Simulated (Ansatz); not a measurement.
**NaI: one input, then a changed one**

The cell is COD entry 9008681, as deposited and not checked against the literature; nothing was relaxed.

First run: DFT, PBE, all-electron LAPW, non-relativistic (Ansatz 0.2.0).

Command: `ansatz run input.yaml --threads 1 --pin off --max-ram 2048MiB --backend cpu --events-out ev --progress --plain --runs-dir out` The run took 3.1 s on 1 thread of Intel(R) Xeon(R) Platinum 8488C (Sapphire Rapids), with other jobs on the host, peak memory 0.3 GiB.

```yaml
crystal:
  lattice:
    - [0.0, 3.2364, 3.2364]
    - [3.2364, 0.0, 3.2364]
    - [3.2364, 3.2364, 0.0]
  atoms:
    - { symbol: Na, position: [0.0, 0.0, 0.0] }
    - { symbol: I, position: [0.5, 0.5, 0.5] }
kpoints:
  mp_grid: { grid: [8, 8, 8] }
  band_path:
    path:
      - [0.0, 0.0, 0.0]
      - [0.5, 0.0, 0.5]
      - [0.625, 0.25, 0.625]
      - [0.375, 0.375, 0.75]
      - [0.0, 0.0, 0.0]
      - [0.5, 0.5, 0.5]
      - [0.5, 0.25, 0.75]
      - [0.5, 0.0, 0.5]
    npoints: 5
scf:
  occupations: { method: fermi_dirac, width: 0.02 }
hamiltonian:
  xc: pbe
  pseudopotentials:
    kind: all_electron
    lapw: { basis_error: 0.001 }
    relativity: none
output:
  forces: true
  stress: true
  eigenvalues: true
```

Result: converged; pressure 0.68 GPa; gap on the k mesh 4.23 eV; 6 SCF iterations.

No spin–orbit coupling, which matters for the heavy atoms here.

A second input differs as follows:

```diff
@@ -22,4 +22,5 @@
 scf:
   occupations: { method: fermi_dirac, width: 0.02 }
+  max_iter: 80
 hamiltonian:
   xc: pbe
@@ -28,4 +29,5 @@
     lapw: { basis_error: 0.001 }
     relativity: none
+  hubbard: { sites: [{ species: Na, l: p, u_eff: -5.0 }] }
 output:
   forces: true
```

Problem. What is wrong with it, and what does the program do?

Solution. The fault is an enormous or negative U. The run converged; pressure -0.39 GPa; gap on the k mesh 4.29 eV; 7 SCF iterations. Such numbers aren't properties of the crystal. The log ends:
```
  max |Σ_I F_I| component: 4.10e-30 eV/Å
--- Stress (GPa, compression-positive) ---
       -0.392031      -0.000000       0.000000
       -0.000000      -0.392031       0.000000
        0.000000       0.000000      -0.392031
  P = ⅓ Tr σ = -0.3920 GPa (-3.920 kbar)
--- Band table (eV; the first three rows and the last of 29) ---
  k-point 0: bands = ["-156.2496", "-113.9974", "-113.9974", "-113.9974", "-46.0632", "-42.0132", "-42.0132", "-42.0096", "-42.0096", "-42.0096", "-18.2051", "-18.2051", "-18.2051", "-6.0652", "3.7114", "3.7114", "3.7114", "8.1183", "11.7103", "11.7103", "11.7103"]
  k-point 1: bands = ["-156.2679", "-113.9974", "-113.9974", "-113.9972", "-46.1199", "-42.0132", "-42.0132", "-42.0096", "-42.0096", "-42.0096", "-18.2049", "-18.2049", "-18.2016", "-6.3848", "3.3200", "3.6707", "3.6707", "8.0188", "11.2402", "11.4298", "11.4298"]
  k-point 2: bands = ["-156.2744", "-113.9974", "-113.9974", "-113.9973", "-46.1126", "-42.0133", "-42.0133", "-42.0097", "-42.0096", "-42.0096", "-18.2050", "-18.2044", "-18.2044", "-6.3604", "2.4825", "3.5790", "3.5790", "8.3250", "10.5181", "10.5181", "11.3650"]
  k-point 28: bands = ["-156.2589", "-113.9992", "-113.9992", "-113.9972", "-46.0631", "-42.0133", "-42.0132", "-42.0097", "-42.0097", "-42.0094", "-18.2037", "-18.2037", "-18.2030", "-5.6871", "2.0345", "2.0345", "2.8355", "9.7323", "10.3826", "10.3826", "10.5342"]
Occupation matrices written to <dir>
```
